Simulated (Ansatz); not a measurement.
# CrCuO2: relaxation (Ansatz)

The command:

```bash
ansatz run input.yaml --threads 2 --pin off --max-ram 3584MiB --backend cpu --events-out ev --progress --plain --runs-dir out
```

The input file (Ansatz 0.2.0, plane waves):

```yaml
crystal:
  lattice:
    - [1.51065018, 0.8721777, 5.79182488]
    - [-1.51065018, 0.8721777, 5.79182488]
    - [0.0, -1.74434524, 5.79182488]
  atoms:
    - { symbol: Cu, position: [0.0, 0.0, 0.0], spin: 1, spin_axis: [0.0, -0.28838, 0.95752] }
    - { symbol: O, position: [0.10792, 0.10792, 0.10792] }
    - { symbol: O, position: [0.89208, 0.89208, 0.89208] }
    - { symbol: Cr, position: [0.5, 0.5, 0.5], spin: 3, spin_axis: [0.0, -0.28838, 0.95752] }
kpoints:
  mp_grid: { grid: [7, 7, 7], shift: [0, 0, 0] }
magnetization:
  noncollinear: true
  spin_orbit: true
scf:
  occupations: { method: fermi_dirac }
  lower_state_search: "off"
hamiltonian:
  pseudopotentials: { kind: paw_fr }
  xc: lda
basis:
  ecutwfc: 420
  fft_grid_basis: typed
relax:
  max_steps: 80
  cell: { p_target: 5.0 }
output:
  forces: true
  stress: true
  eigenvalues: true
  bader: true
  populations: true
  elf: true
  write_potential: true
  volumetric_format: npy
  dos:
    e_range: [-12, 8]
    de: 0.05
    projected: { site_lists: { Cr: [Cr], Cu: [Cu], O: [O] } }
    method: { smearing: { sigma: 0.1, scheme: gaussian } }
checkpoint:
  read: saved_state
```

Origin of the cell: a database entry, scaled a little.

The smearing width isn't typed, so it takes its default of 0.1 eV.

The saved state is a converged single point of the same cell, with its larger moments on O2 (non-collinear), O3 (non-collinear), Cr4 (non-collinear).

Steps («new basis» is an SCF on plane waves selected anew at the same cell):

| step | ΔH (meV/atom) | max force component (eV/Å) | P (GPa) | volume (Å³) | SCF iterations | step was |
| --- | --- | --- | --- | --- | --- | --- |
| 1 | 0.0 | 0.209 | -17.22 | 45.79 | 12 | accepted |
| 2 | -91.8 | 0.026 | -4.29 | 42.11 | 9 | accepted |
| 3 | -108.2 | 0.134 | 6.85 | 40.04 | 9 | accepted |
| 4 | -108.4 | 0.013 | 4.94 | 40.41 | 7 | accepted |
| 5 | -108.4 | 0.006 | 4.97 | 40.43 | 5 | accepted |
| 6 | -108.4 | 0.000 | 5.00 | 40.43 | 5 | accepted |
| 7 | -104.4 | 0.003 | 4.31 | 40.43 | 8 | new basis |
| 8 | -104.7 | 0.000 | 5.01 | 40.29 | 6 | accepted |
| 9 | -104.5 | 0.000 | 4.99 | 40.29 | 6 | new basis |

Before:

Space group R-3m (No. 166); the run's cell has a = 6.049 Å, b = 6.049 Å, c = 6.049 Å, α = 28.92°, β = 28.92°, γ = 28.92°. Shortest distances: Cu–O 1.88 Å, Cr–O 2.02 Å, O–O 2.69 Å, Cu–Cu 3.02 Å, Cr–Cr 3.02 Å, Cr–Cu 3.38 Å.

The relaxed structure.

Space group R-3m (No. 166); the run's cell has a = 5.823 Å, b = 5.823 Å, c = 5.823 Å, α = 28.71°, β = 28.71°, γ = 28.71°. Shortest distances: Cu–O 1.80 Å, Cr–O 1.94 Å, O–O 2.59 Å, Cu–Cu 2.89 Å, Cr–Cr 2.89 Å, Cr–Cu 3.25 Å.

```
CELL_PARAMETERS angstrom
1.44390 0.83366 5.57903
-1.44390 0.83366 5.57903
0.00000 -1.66721 5.57902
ATOMIC_POSITIONS crystal
Cu 0.00000 0.00000 0.00000
O 0.10735 0.10735 0.10735
O 0.89265 0.89265 0.89265
Cr 0.50000 0.50000 0.50000
```

```
Enthalpy lowered by     : 104.5 meV/atom
Volume change           : -12.00 %
Final pressure          : 4.99 GPa
Relaxation steps listed : 9
Gap on the mesh         : 0.53 eV
Total moment            : 2.98 μB
```

Caveats: the magnetic state was chosen at the start cell and may not be the lowest after relaxing; the relaxation held the start's symmetry, so the end may be a saddle point.

Time: 680 s of wall time on 2 CPU thread(s) of a shared host, from a saved density.
